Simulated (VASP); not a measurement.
# NaF: forms and broadenings of the independent-particle spectrum

NaF, Fm-3m (no. 225), 2 atoms in the cell. PBE, independent-particle dielectric function; PAW potentials Na_pv, F (PBE set).

## Input

INCAR.step1:
```
SYSTEM = NaF
EDIFF = 1E-8
ENCUT = 460
ISMEAR = 0
KPAR = 4
LASPH = .True.
LCHARG = .False.
LEPSILON = .True.
LWAVE = .False.
PREC = Accurate
SIGMA = 0.02
```

INCAR.step2, as INCAR.step1 but for:
```
- LEPSILON = .True.
- LWAVE = .False.
+ LWAVE = .True.
+ NBANDS = 39
```

INCAR.step3:
```
SYSTEM = NaF
ALGO = None
CSHIFT = 0.1
EDIFF = 1E-7
ENCUT = 460
ISMEAR = 0
ISTART = 1
KPAR = 4
LASPH = .True.
LCHARG = .False.
LOPTICS = .True.
LWAVE = .False.
NBANDS = 39
NEDOS = 2000
NELM = 1
PREC = Accurate
SIGMA = 0.02
```

INCAR.step4, as INCAR.step3 but for:
```
+ LNABLA = .True.
```

INCAR.step5, as INCAR.step4 but for:
```
- LNABLA = .True.
+ IPEAD = 3
+ LPEAD = .True.
```

INCAR.step6, as INCAR.step5 but for:
```
- IPEAD = 3
+ IPEAD = 1
```

INCAR.step7 changes the same tag again: IPEAD = 4.

INCAR.step8, as INCAR.step7 but for:
```
- CSHIFT = 0.1
- IPEAD = 4
- LPEAD = .True.
+ CSHIFT = 0.2
```

INCAR.step9, as INCAR.step8 but for:
```
- CSHIFT = 0.2
+ CSHIFT = 0.03
```

INCAR.step10 changes the same tag again: CSHIFT = 0.05.

INCAR.step11, as INCAR.step10 but for:
```
- CSHIFT = 0.05
- ISMEAR = 0
+ CSHIFT = 0.1
+ ISMEAR = -5
```

INCAR.step12, as INCAR.step11 but for:
```
- ISMEAR = -5
- SIGMA = 0.02
+ ISMEAR = 0
+ SIGMA = 0.2
```

INCAR.step13, as INCAR.step12 but for:
```
- SIGMA = 0.2
+ OMEGAMAX = 12
+ SIGMA = 0.02
```

INCAR.step14, as INCAR.step13 but for:
```
- OMEGAMAX = 12
+ OMEGAMAX = 60
```

KPOINTS:
```
k-points
0
Gamma
  12 12 12
```

POSCAR:
```
NaF
1.0
    0.0000000000      2.3200000000      2.3200000000
    2.3200000000      0.0000000000      2.3200000000
    2.3200000000      2.3200000000      0.0000000000
Na F
1 1
Direct
    0.0000000000      0.0000000000      0.0000000000
    0.5000000000      0.5000000000      0.5000000000
```

Commands (each step's output is kept before the next begins):
```
cat potpaw_PBE.64/Na_pv/POTCAR potpaw_PBE.64/F/POTCAR > POTCAR
cp INCAR.step1 INCAR
mpirun -np 4 vasp_std > vasp.out
rm WAVECAR CHG
cp INCAR.step2 INCAR
mpirun -np 4 vasp_std > vasp.out
cp INCAR.step3 INCAR
mpirun -np 4 vasp_std > vasp.out
cp INCAR.step4 INCAR
mpirun -np 4 vasp_std > vasp.out
cp INCAR.step5 INCAR
mpirun -np 4 vasp_std > vasp.out
cp INCAR.step6 INCAR
mpirun -np 4 vasp_std > vasp.out
cp INCAR.step7 INCAR
mpirun -np 4 vasp_std > vasp.out
cp INCAR.step8 INCAR
mpirun -np 4 vasp_std > vasp.out
cp INCAR.step9 INCAR
mpirun -np 4 vasp_std > vasp.out
cp INCAR.step10 INCAR
mpirun -np 4 vasp_std > vasp.out
cp INCAR.step11 INCAR
mpirun -np 4 vasp_std > vasp.out
cp INCAR.step12 INCAR
mpirun -np 4 vasp_std > vasp.out
cp INCAR.step13 INCAR
mpirun -np 4 vasp_std > vasp.out
cp INCAR.step14 INCAR
mpirun -np 4 vasp_std > vasp.out
```

## Result

- Direct gap on the mesh (eV): 6.28
- Gap on the mesh (eV): 6.28
- Bands: 39

One ground state, settings moved in the last step alone:

| Settings | ε at zero frequency | Mean energy of the absorption, weighted by Im ε (eV) | Time (s) |
|---|---|---|---|
| longitudinal form, CSHIFT 0.1 | 1.87 | 13.60 | 2 |
| transversal form (LNABLA) | 1.78 | 13.49 | 2 |
| finite differences (LPEAD), order 3 | 1.87 | 13.60 | 5 |
| finite differences (LPEAD), order 1 | 1.86 | 13.63 | 4 |
| finite differences (LPEAD), order 4 | 1.87 | 13.60 | 7 |
| CSHIFT 0.2 | 1.87 | 13.57 | 3 |
| CSHIFT 0.03 | 1.87 | 13.59 | 3 |
| CSHIFT 0.05 | 1.87 | 13.59 | 2 |
| tetrahedron method | 1.87 | 13.65 | 3 |
| SIGMA 0.2 | 1.87 | 13.60 | 3 |
| OMEGAMAX 12, which cuts the spectrum short | 1.29 | – | 2 |
| OMEGAMAX 60 | 1.86 | 13.60 | 2 |

The mean energy covers the spectrum up to 20 eV.

On the same mesh, density-functional perturbation theory with local fields gives ε = 1.86.

VASP 6.6.1 took 100 s on 4 cores (Intel Xeon Platinum 8259CL @ 2.50GHz (Skylake/Cascade Lake)), a shared host.
